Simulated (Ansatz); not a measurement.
The system is Si2W.

```xyz
9
Lattice="4.6169 0.0000 0.0000 -2.3084 3.9983 0.0000 0.0000 0.0000 6.6532" Properties=species:S:1:pos:R:3 pbc="T T T"
W     2.3084    0.0000    3.3266
W     1.1542    1.9992    5.5444
W    -1.1542    1.9992    1.1089
Si    1.1332    0.6542    1.1089
Si    3.4837    0.6542    5.5444
Si    0.0000    1.3085    3.3266
Si    1.1753    3.3441    1.1089
Si   -1.1753    3.3441    5.5444
Si    2.3084    2.6899    3.3266
```

Measurements of this composition are mostly on another form, of space group No. 139.

- Program: Ansatz 0.2.0
- Task: relaxation of cell and atoms
- Functional: LDA
- Potentials or basis: Ansatz PAW
- Cutoff: 420 eV (not typed: the program's choice for these potentials)
- k mesh: 7 × 7 × 4
- Occupations: fermi-dirac, width 0.05 eV
- Spin: no spin polarisation

At the start: volume 13.65 Å³/atom.

How do energy, volume and symmetry change on relaxing?

It ends after 5 steps and the volume is 13.09 Å³/atom (-4.1 %); space group P6_222 (No. 180, to 0.05 Å).

Step by step:
```tsv
step	energy change (eV)	largest force (eV/Å)	volume (Å³)
1	0.0000	0.0557	122.82
2	-0.1173	0.1258	115.54
3	-0.1521	0.0120	117.96
4	-0.1524	0.0100	117.78
5	-0.1511	0.0099	117.78
```

Final structure:
```cif
data_structure
_symmetry_space_group_name_H-M 'P 1'
_symmetry_Int_Tables_number 1
_cell_length_a 4.5516
_cell_length_b 4.5516
_cell_length_c 6.5647
_cell_angle_alpha 90.000
_cell_angle_beta 90.000
_cell_angle_gamma 120.000
_cell_volume 117.78
loop_
_atom_site_label
_atom_site_type_symbol
_atom_site_fract_x
_atom_site_fract_y
_atom_site_fract_z
_atom_site_occupancy
W1 W 0.50000 0.00000 0.50000 1
W2 W 0.50000 0.50000 0.83333 1
W3 W 0.00000 0.50000 0.16667 1
Si1 Si 0.32757 0.16379 0.16667 1
Si2 Si 0.83621 0.16379 0.83333 1
Si3 Si 0.16379 0.32757 0.50000 1
Si4 Si 0.67243 0.83621 0.16667 1
Si5 Si 0.16379 0.83621 0.83333 1
Si6 Si 0.83621 0.67243 0.50000 1
```

Caveat: the plane-wave basis is chosen anew once the cell has moved, so the energies of steps on either side of that aren't comparable; the PAW data sets come from PBE, with cores solved anew for the run's functional, which leaves a small shift of forces and pressure.
